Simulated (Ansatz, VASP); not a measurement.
# InSb in VASP and in Ansatz

```
In Sb
1.0
     0.00000    3.23910    3.17432
     3.23910    0.00000    3.17432
     3.23910    3.23910    0.00000
In Sb
1 1
Direct
  0.00000 0.00000 0.00000
  0.75000 0.75000 0.75000
```

Change from the starting cell: zz strain of -2 %.

Alike in both runs: task single point; functional PBEsol; k mesh 9 × 9 × 9; occupations fermi-dirac, width 0.05 eV; no spin polarisation.

|  | VASP | Ansatz |
| --- | --- | --- |
| version | VASP 6.6.1 | Ansatz 0.2.0 |
| potentials or method | VASP PAW PBE potentials, release 64 (In_d, Sb), cutoff 520 eV | all-electron LAPW, scalar-relativistic |

```csv
,VASP,Ansatz,Ansatz less VASP
pressure (GPa),1.9,1.8,-0.01
largest component of the traceless stress (GPa),0.35,0.34,-0.001
```

Ansatz ran all-electron here, so the differences hold the error of VASP's frozen core and of both bases.

Caveats: the PAW data sets were made with another functional, which shifts forces and pressure a little (VASP).
